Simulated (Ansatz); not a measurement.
The system is Bi.

```xyz
1
Lattice="-1.9814 1.9814 1.9814 1.9814 -1.9814 1.9814 1.9814 1.9814 -1.9814" Properties=species:S:1:pos:R:3 pbc="T T T"
Bi    0.0000    0.0000    0.0000
```

This isn't the form of Bi at room conditions, which is rhombohedral.

Program: Ansatz 0.2.0. Alike in all runs: potentials or basis Ansatz PAW; cell as given. Hardware: 2 threads of Intel(R) Xeon(R) Processor @ 2.70GHz (shared host).

Task: Order these runs on this cell by their wall time, lowest first.
A. task band structure; level LDA; spin SOC, no magnetisation; k mesh 7 × 7 × 7; cutoff (eV) 420; smearing fermi-dirac 0.05 eV; points for each segment of the path 14; mesh quality not flagged
B. task single point; level r2SCANh; spin off; k mesh 5 × 5 × 5; cutoff (eV) 500; smearing fermi-dirac 0.05 eV; mesh quality coarse
C. task single point; level r2SCAN0; spin collinear, ferromagnetic start; k mesh 5 × 5 × 5; cutoff (eV) 500; smearing methfessel-paxton 0.2 eV; mesh quality coarse
D. task band structure; level PBEsol; spin off; k mesh 9 × 9 × 9; cutoff (eV) 420; smearing fermi-dirac 0.05 eV; points for each segment of the path 14; mesh quality not flagged

Result: D (1.2 s), A (4 s), B (14 s), C (32 s).

Caveats: some runs use coarse meshes.

Runs at the PBE level aren't shown here.
